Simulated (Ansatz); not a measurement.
# MgH2: the cost of one run

Method: DFT PBE, scalar-relativistic, plane waves, PAW, in Ansatz 0.2.0.

## (1) The system as given

It takes space group Pca2_1 (No. 29, orthorhombic). Conventional cell: a = 4.864 Å, b = 4.646 Å, c = 4.739 Å, α = 90.00°, β = 90.00°, γ = 90.00°. Around Mg (site symmetry 1) lie 7 H at 1.89 to 2.19 Å. Around H (site symmetry 1) lie 4 Mg at 1.94 to 2.19 Å. H (site symmetry 1) is surrounded by 3 Mg at 1.89 to 2.05 Å.

As a file:

```cif
data_structure
_symmetry_space_group_name_H-M 'P 1'
_symmetry_Int_Tables_number 1
_cell_length_a 4.8638
_cell_length_b 4.6460
_cell_length_c 4.7387
_cell_angle_alpha 90.000
_cell_angle_beta 90.000
_cell_angle_gamma 90.000
_cell_volume 107.08
loop_
_atom_site_label
_atom_site_type_symbol
_atom_site_fract_x
_atom_site_fract_y
_atom_site_fract_z
_atom_site_occupancy
Mg1 Mg 0.97039 0.73607 0.74844 1
Mg2 Mg 0.47039 0.26393 0.74844 1
Mg3 Mg 0.52961 0.73607 0.24844 1
Mg4 Mg 0.02961 0.26393 0.24844 1
H1 H 0.24279 0.55397 0.02882 1
H2 H 0.37978 0.09363 0.36114 1
H3 H 0.25721 0.55397 0.52882 1
H4 H 0.62022 0.90637 0.86114 1
H5 H 0.12022 0.09363 0.86114 1
H6 H 0.75721 0.44603 0.52882 1
H7 H 0.74279 0.44603 0.02882 1
H8 H 0.87978 0.90637 0.36114 1
```

(A quick probe on a coarse mesh, which set the mesh and smearing, is not shown.)

## (3) Full relaxation

input.yaml

```yaml
crystal:
  lattice:
    - [4.86375152, 0.0, 0.0]
    - [0.0, 4.64600823, 0.0]
    - [0.0, 0.0, 4.73867255]
  atoms:
    - { symbol: Mg, position: [0.97038885, 0.73606758, 0.74844114] }
    - { symbol: Mg, position: [0.47038885, 0.26393242, 0.74844114] }
    - { symbol: Mg, position: [0.52961115, 0.73606758, 0.24844114] }
    - { symbol: Mg, position: [0.02961115, 0.26393242, 0.24844114] }
    - { symbol: H, position: [0.24279368, 0.55397354, 0.02881875] }
    - { symbol: H, position: [0.37977886, 0.09363131, 0.36114111] }
    - { symbol: H, position: [0.25720632, 0.55397354, 0.52881875] }
    - { symbol: H, position: [0.62022114, 0.90636869, 0.86114111] }
    - { symbol: H, position: [0.12022114, 0.09363131, 0.86114111] }
    - { symbol: H, position: [0.75720632, 0.44602646, 0.52881875] }
    - { symbol: H, position: [0.74279368, 0.44602646, 0.02881875] }
    - { symbol: H, position: [0.87977886, 0.90636869, 0.36114111] }
basis:
  ecutwfc: 420
kpoints:
  mp_grid: { grid: [6, 6, 6] }
hamiltonian:
  xc: pbe
scf:
  occupations: { method: gaussian, width: 0.02 }
output:
  forces: true
  stress: true
  eigenvalues: true
relax:
  adjacent_minimum: "off"
  f_tol: 0.01
  max_steps: 80
  cell: { stress_tol: 0.05 }
```

Run with:

```sh
> ansatz run input.yaml --threads 1 --pin off --max-ram 2560MiB --backend cpu --events-out ev --progress --plain --runs-dir out
```

What time and memory should one allow on 1 thread of Arm Neoverse V2, shared host?

About 4.4 min, with a peak of 0.47 GiB.
